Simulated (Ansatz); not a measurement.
A run of Ansatz 0.2.0 is set up as follows.

File input.yaml:

```yaml
crystal:
  lattice:
    - [2.71047, 0.0, 0.0]
    - [0.0, 2.71047, 0.0]
    - [0.0, 0.0, 2.71047]
  atoms:
    - { symbol: Ge, position: [0.0, 0.0, 0.0] }
hamiltonian:
  xc: pbe
  pseudopotentials: { kind: paw }
kpoints:
  mp_grid: { grid: [10, 10, 10] }
scf:
  occupations: { method: fermi_dirac, width: 0.05 }
output:
  forces: true
  stress: true
  eigenvalues: true
```

Potentials or basis: Ansatz PAW.

The run is started by

```sh
$ ansatz run input.yaml --threads 2 --pin off --max-ram 5632MiB --backend cpu --events-out ev --progress --plain --runs-dir out
```

**Question.** What does it give for the band gap on the k mesh?

**Answer.** None (metal or under the smearing width).

**Question.** Predict the pressure.

**Answer.** -0.5 GPa.
